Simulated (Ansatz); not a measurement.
The cell is ZnO built on the wurtzite prototype; cell and atoms were relaxed with r2SCAN. It is hexagonal, P6_3mc (No. 186); a = 3.235 Å, c = 5.211 Å in the conventional setting, 11.81 Å³ an atom. Around Zn lie 4 O at 1.97–1.98 Å; around O lie 4 Zn at 1.97–1.98 Å.

```cif
data_structure
_symmetry_space_group_name_H-M 'P6_3mc'
_symmetry_Int_Tables_number 186
_cell_length_a 3.2353
_cell_length_b 3.2353
_cell_length_c 5.2110
_cell_angle_alpha 90.000
_cell_angle_beta 90.000
_cell_angle_gamma 120.000
_cell_volume 47.24
loop_
_atom_site_label
_atom_site_type_symbol
_atom_site_symmetry_multiplicity
_atom_site_Wyckoff_symbol
_atom_site_fract_x
_atom_site_fract_y
_atom_site_fract_z
_atom_site_occupancy
Zn1 Zn 2 b 0.33333 0.66667 0.99765 1
O1 O 2 b 0.33333 0.66667 0.37735 1
```

The questions ask for values computed with the plane-wave code Ansatz on this geometry. Calculated for a static, non-magnetic cell.

Q: What gap does PBE give, and where are the band edges?

A: The PBE gap is direct at Γ: 0.81 eV.

Q: Estimate the gap with r2SCAN on 12×12×6.

A: With r2SCAN the gap is 1.24 eV and direct, at Γ. The gap differs by +0.43 eV from PBE's.

Q: Estimate the gap with HSE06 on 6×6×4.

A: The HSE06 gap is direct at Γ: 2.53 eV. The gap differs by +1.72 eV from PBE's.

Q: How does the gap change from PBE to PBE0 (6×6×4)?

A: The PBE0 gap is direct at Γ: 3.22 eV. The gap differs by +2.41 eV from PBE's.

Q: How do the levels compare, in gap and in cost?

A: r2SCAN covers 25 % of the step from PBE to HSE06, while HSE06 needs about 5 times r2SCAN's cost (on a coarser mesh). Among these functionals the gap stays direct.

Q: How do these values compare with experiment?

A:
Calculation and measurement side by side:
- Gap, measured 3.38 eV, the middle of 5 reports from 3.37 to 3.4 eV: PBE 0.81 (-2.57), r2SCAN 1.24 (-2.14), HSE06 2.53 (-0.85), PBE0 3.22 (-0.16) eV. Source: about 3.38 eV (experimental band gap quoted from earlier work; literature gap quoted in the computational methods as the target for the +U parameters; temperature not stated; quoted in “Effect of Strain and Surface Proximity on the Acceptor Grouping in ZnO”, 2023, pmc:10652265).
- An end of the range of reports. Source: 3.4 eV (fundamental direct gap at Gamma, experimental literature value; quoted from earlier experiment; Rounded literature value quoted in passing for comparison with theory; sample, method and temperature not stated; quoted in “Band structure of ZnO from resonant x-ray emission spectroscopy”, 2008, arxiv:0805.4641).
Measured gaps include zero-point and thermal shifts, optical ones also the exciton binding, and spin-orbit coupling, which these levels lack. Reports marked as nanostructured, strained, doped, implanted or mixed samples, and transport gaps, were set aside.

The meshes of the hybrids are coarse, so their gaps aren't converged to the digits shown.
